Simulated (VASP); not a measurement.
Set up this calculation in VASP 6.6.1, as the native input.

```yaml
Task: relaxation of cell and atoms
Functional: PBEsol
Potentials_or_basis: VASP PAW PBE potentials, release 64 (Li_sv, H)
Cutoff: 600 eV
k_mesh: 4 × 4 × 4
Occupations: gaussian, width 0.02 eV
Spin: no spin polarisation
Further_INCAR_settings: ALGO = Normal; EDIFF = 1e-07; IBRION = 2; EDIFFG = -0.005; NSW = 90; ISIF = 3
```

The structure of LiH lies in POSCAR:

```
LiH
1.0
    0.0000000000      2.0086193900      2.0086193900
    2.0086193900      0.0000000000      2.0086193900
    2.0086193900      2.0086193900      0.0000000000
Li H
1 1
Direct
    0.0000000000      0.0000000000      0.0000000000
    0.5000000000      0.5000000000      0.5000000000
```

The cell is a database's computed one.

One way to write it, as run:

INCAR

```
  PREC = Accurate
  ENCUT = 600
  EDIFF = 1E-7
  ISMEAR = 0
  SIGMA = 0.02
  LREAL = False
  LASPH = True
  NELM = 80
  ALGO = Normal
  ISIF = 3
  LWAVE = False
  LCHARG = False
  GGA = PS
  IBRION = 2
  NSW = 90
  EDIFFG = -0.005
```

KPOINTS

```
Automatic mesh
0
Gamma
  4 4 4
```

Potentials or basis: VASP PAW PBE potentials, release 64 (Li_sv, H).

Launch:

```console
$ cat potpaw_PBE.64/Li_sv/POTCAR potpaw_PBE.64/H/POTCAR > POTCAR
$ mpirun -np 1 vasp_std > vasp.out
```

Results of the run:

```
Relaxed volume                         : 7.93 Å³/atom
Relaxed cell                           : a = 2.821 Å, b = 2.821 Å, c = 2.821 Å, α = 60.00°, β = 60.00°, γ = 60.00°
Space group after relaxing (to 0.05 Å) : Fm-3m (No. 225)
Energy gained by relaxing              : 0.4 meV/atom
Ionic steps                            : 3
Pressure after relaxing                : 0.0 GPa
Band gap on the k mesh                 : 2.72 eV, direct
```

Caveat: the k mesh is coarse (spacing up to 0.68 Å⁻¹), so the values aren't converged; the cutoff is under 1.25 times the usual one of these potentials, so pressure, stress and relaxed cells hold a basis-set (Pulay) error; the PAW data sets were made with another functional, which shifts forces and pressure a little.

Run time: 5.3 s on 1 thread of Intel(R) Xeon(R) Platinum 8488C (Sapphire Rapids), with other jobs on the host, peak memory 0.13 GiB.
